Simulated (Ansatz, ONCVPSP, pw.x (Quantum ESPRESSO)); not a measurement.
pw.x on fcc Si: one setting changed

Potential: optimised norm-conserving Vanderbilt (ONCV), ONCVPSP 4.0.1, PBEsol; core [Ne], reference 3s2 3p2; waves: 3s: rc 1.65 bohr, ncon 3, nbas 6, qcut 4 1/bohr, 2 projectors, debl 3.4 Ha; 3p: rc 2.20 bohr, ncon 4, nbas 8, qcut 3.1 1/bohr, 1 projector; d scattering state at 0.16 Ha: rc 1.65 bohr, ncon 3, nbas 8, qcut 6.8 1/bohr, 2 projectors, debl 0.5 Ha; local part: polynomial inside 1.60 bohr (lpopt 5, dvloc0 2 Ha); core correction: polynomial model core, fcfact 0.45.

The reference run (k-mesh 15³, cutoffs 55/220 Ry, Fermi–Dirac 0.01 Ry, mixing_beta 0.4, conv_thr 1e-9, no spin) gives -0.02 GPa at 14.001 Å³/atom, where all-electron LAPW gives 0.43 GPa. This run, with its own iteration cap, changes nosym to true.

```
&control
  calculation='scf', prefix='x', pseudo_dir='./', outdir='./tmp', tstress=.true., disk_io='none'
/
&system
  ibrav=0, nat=1, ntyp=1, ecutwfc=55, ecutrho=220, nbnd=9,
  occupations='smearing', smearing='fd', degauss=0.01, nosym=.true.
/
&electrons
  conv_thr=1e-09, mixing_beta=0.4, electron_maxstep=50
/
ATOMIC_SPECIES
Si 1.0 Si.UPF
CELL_PARAMETERS angstrom
  0.00000000 1.91297673 1.91297673
  1.91297673 0.00000000 1.91297673
  1.91297673 1.91297673 0.00000000
ATOMIC_POSITIONS crystal
Si 0.0000 0.0000 0.0000
K_POINTS automatic
15 15 15 0 0 0
```

```bash
pw.x < Si.scf.in > Si.scf.out
```

Q: How does the run end?

A: It converges in 6 iterations; the free energy moves by +0.0 meV/atom and the pressure by +0.00 GPa. The result is that of the reference run.

```
lattice parameter (alat)  =       5.1124  a.u.
     unit-cell volume          =      94.4834 (a.u.)^3
     number of electrons       =         4.00
     number of Kohn-Sham states=            9
     kinetic-energy cutoff     =      55.0000  Ry
     charge density cutoff     =     220.0000  Ry
     scf convergence threshold =      1.0E-09
     Exchange-correlation= PBESOL
     number of k points=  1688  Fermi-Dirac smearing, width (Ry)=  0.0100
     iteration #  1     ecut=    55.00 Ry     beta= 0.40
     total energy              =     -10.50889952 Ry
     estimated scf accuracy    <       0.00441796 Ry
     iteration #  2     ecut=    55.00 Ry     beta= 0.40
     total energy              =     -10.50831043 Ry
     estimated scf accuracy    <       0.00130794 Ry
     iteration #  3     ecut=    55.00 Ry     beta= 0.40
     total energy              =     -10.50839189 Ry
     estimated scf accuracy    <       0.00000369 Ry
     iteration #  4     ecut=    55.00 Ry     beta= 0.40
     total energy              =     -10.50839467 Ry
     estimated scf accuracy    <          9.9E-09 Ry
     iteration #  5     ecut=    55.00 Ry     beta= 0.40
     total energy              =     -10.50839468 Ry
     estimated scf accuracy    <          1.6E-09 Ry
     iteration #  6     ecut=    55.00 Ry     beta= 0.40
     the Fermi energy is    11.1254 ev
!    total energy              =     -10.50839468 Ry
     estimated scf accuracy    <          1.3E-11 Ry
     smearing contrib. (-TS)   =      -0.00196707 Ry
     The total energy is F=E-TS. E is the sum of the following terms:
     one-electron contribution =       4.88696759 Ry
     hartree contribution      =       0.02684627 Ry
     xc contribution           =      -5.27394125 Ry
     ewald contribution        =     -10.14630022 Ry
     convergence has been achieved in   6 iterations
          total   stress  (Ry/bohr**3)                   (kbar)     P=       -0.21
     Message from routine punch:
     Nothing written, as per user request (disk_io='none')
```

The run took about 68 s on one core of a shared host (Intel(R) Xeon(R) Platinum 8488C, 48 threads, 93 GiB, load 3).
